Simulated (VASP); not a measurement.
Write the native input for VASP 6.6.1 that does the following.

| Item | Value |
| --- | --- |
| Task | single point |
| Functional | PBE |
| Potentials or basis | VASP PAW PBE potentials, release 64 (Te, Mo_sv) |
| Cutoff | 520 eV |
| k mesh | 9 × 9 × 1 |
| Occupations | fermi-dirac, width 0.05 eV |
| Spin | no spin polarisation |
| Further INCAR settings | ALGO = Normal; EDIFF = 1e-07; NBANDS = 49 |

The structure of Te2Mo lies in POSCAR:

```
Te2Mo
1.0
    3.5624185427      0.0000000000      0.0000000000
   -1.7812092714      3.0851449569      0.0000000000
    0.0000000000      0.0000000000     31.5632657400
Te Mo
6 3
Direct
    0.0000000000      0.0000000000      0.0567620800
    0.3333333333      0.6666666667      0.2889862200
    0.3333333333      0.6666666667      0.8244042500
    0.3333333333      0.6666666667      0.1755957500
    0.3333333333      0.6666666667      0.7110137800
    0.0000000000      0.0000000000      0.9432379200
    0.3333333333      0.6666666667      0.0000000000
    0.0000000000      0.0000000000      0.2323060100
    0.0000000000      0.0000000000      0.7676939900
```

The input as run:

INCAR

```
SYSTEM = Te2Mo
PREC     = Accurate       ! precision mode
ENCUT    = 520            ! plane-wave cutoff, eV
EDIFF    = 1E-7           ! SCF threshold, eV
ISMEAR   = -1             ! smearing method
SIGMA    = 0.05           ! smearing width, eV
LREAL    = .FALSE.        ! projectors in reciprocal space
LASPH    = .TRUE.         ! aspherical terms in the spheres
NELM     = 100            ! most SCF steps
ALGO     = Normal         ! electronic algorithm
ISIF     = 2              ! what is computed and relaxed
LWAVE    = .FALSE.        ! write WAVECAR
LCHARG   = .TRUE.         ! write CHGCAR
GGA      = PE             ! functional
LELF     = .TRUE.         ! ELF
LVHAR    = .TRUE.       
NBANDS   = 49             ! bands
```

KPOINTS

```
regular mesh
0
G
  9 9 1
  0 0 0
```

Potentials or basis: VASP PAW PBE potentials, release 64 (Te, Mo_sv).

Run with:

```bash
$ cat potpaw_PBE.64/Te/POTCAR potpaw_PBE.64/Mo_sv/POTCAR > POTCAR
$ mpirun -np 1 vasp_std > vasp.out
```

It gave:

```json
{
 "Largest force": "0.230 eV/Å",
 "Band gap on the k mesh": "1.00 eV, direct"
}
```

Caveat: spin-orbit coupling is left out, which moves the levels of the heavy elements.

Run time: 3.5 min on 1 thread of AMD EPYC 9R45 96-Core Processor (Zen 5) (shared host), peak memory 0.5 GiB.
